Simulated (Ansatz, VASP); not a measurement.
## Two plane-wave programs on HgTe

```
CELL_PARAMETERS angstrom
0.00000 3.07164 3.07164
3.07164 0.00000 3.07164
3.07164 3.07164 0.00000
ATOMIC_POSITIONS crystal
Hg 0.00000 0.00000 0.00000
Te 0.50000 0.50000 0.50000
```

Alike in both runs: functional PBE; k mesh 9 × 9 × 9; occupations fermi-dirac, width 0.1 eV; no spin polarisation.

Ansatz relaxed the structure, and its values are those at the end. VASP's run is a single point on that final structure, the one shown.

|  | VASP | Ansatz |
| --- | --- | --- |
| version | VASP 6.6.1 | Ansatz 0.2.0 |
| potentials or method | VASP PAW PBE potentials, release 64 (Hg, Te) | PAW plane waves |
| plane-wave cutoff (eV) | 520 | 420 |
| valence electrons in the cell | 18 | 36 |

VASP gave:

```
gap on the k mesh at the Fermi level (eV) : none
pressure (GPa)                            : 0.1
```

Question: What did Ansatz give for the same quantities?

Answer: gap on the k mesh at the Fermi level (eV): none; pressure (GPa): 0.0.

A gap of «none» marks a metal or a gap that the smearing closes. The two sets of potentials don't hold the same shells in valence.

Spin-orbit coupling is left out, which matters for the levels of Hg, Te.
